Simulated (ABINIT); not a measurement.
The system is Nd.

```
Nd
1.0
    -2.07547    2.07547    2.07547
     2.07547   -2.07547    2.07547
     2.07547    2.07547   -2.07547
Nd
1
Cartesian
  0.0000 0.0000 0.0000
```

This isn't the form of Nd at room conditions, which is double hcp.

Base run:

- Program: ABINIT 10.8.3 (patched build)
- Functional: r2SCAN
- Potentials or basis: JTH PAW PBE v2.0
- Cutoff: 653 eV
- k mesh: 9 × 9 × 9
- Occupations: fermi-dirac, width 0.05 eV
- Spin: collinear spin, ferromagnetic start
- Starting moments: [3.0] μB

Its results: band gap on the k mesh none (metal or under the smearing width); pressure 0.4 GPa; net moment 3.96 μB per cell; site moments Nd +3.42 μB.

**Question.** The run is repeated on the same cell with these changes: potentials or basis from JTH PAW PBE v2.0 to Ansatz PAW PBE default generated set, frozen core; cutoff from 653 eV to 490 eV; fine-grid cutoff from 1251.72 eV to 979.61 eV. What comes out?

**Answer.** Band gap on the k mesh none (metal or under the smearing width); pressure 2.0 GPa; net moment 4.99 μB per cell; site moments Nd +3.93 μB.

Caveats: the magnetic or orbital state may not be the lowest; the PAW data sets were made with another functional, which shifts forces and pressure a little; spin-orbit coupling is left out, which moves the levels of the heavy elements.
